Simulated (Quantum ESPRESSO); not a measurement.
# Ge: zone-centre phonons under several settings

```
CELL_PARAMETERS angstrom
0.00000 2.82891 2.82891
2.82891 0.00000 2.82891
2.82891 2.82891 0.00000
ATOMIC_POSITIONS crystal
Ge 0.75000 0.75000 0.75000
Ge 0.50000 0.50000 0.50000
```

All runs used Quantum ESPRESSO 7.5; k mesh 8 × 8 × 8; no spin polarisation.

```tsv
level	potentials	geometry	cutoff (eV)	occupations	volume (Å³/atom)	pressure (GPa)	lowest optical mode without the field (cm⁻¹)
AM05	PseudoDojo 0.4.1 SR PBE standard	relaxed cell	1061	cold, width 0.136 eV	22.89	0.0	279
WC	PseudoDojo 0.4.1 SR PBE standard	given cell, atoms relaxed	1061	methfessel-paxton, width 0.2 eV	22.64	0.7	284
PBEsol	PseudoDojo 0.4.1 SR PBEsol standard	given cell, atoms relaxed	1061	cold, width 0.136 eV	22.64	0.6	281
PBE	SSSP 1.3 efficiency PBE	relaxed cell	748	cold, width 0.272 eV	?	0.0	?
PBE+D2	PseudoDojo 0.4.1 SR PBE standard	relaxed cell	1061	smeared at first, fixed for the response	22.46	-0.1	299
rev-vdW-DF2	PseudoDojo 0.4.1 SR PBE standard	relaxed cell	1061	gaussian, width 0.272 eV	23.29	0.1	272
```

Problem. What stands in the row left open?

Solution. Volume 23.88 Å³/atom; lowest optical mode without the field 261 cm⁻¹.

Caveats: the potentials were made for another functional, which shifts forces and pressure (some runs); this smearing can shift energies of a crystal with a gap (some runs); before the sum rule the acoustic modes lie tens of cm⁻¹ from zero, a sign that the density grid also shifts the optical modes (some runs).

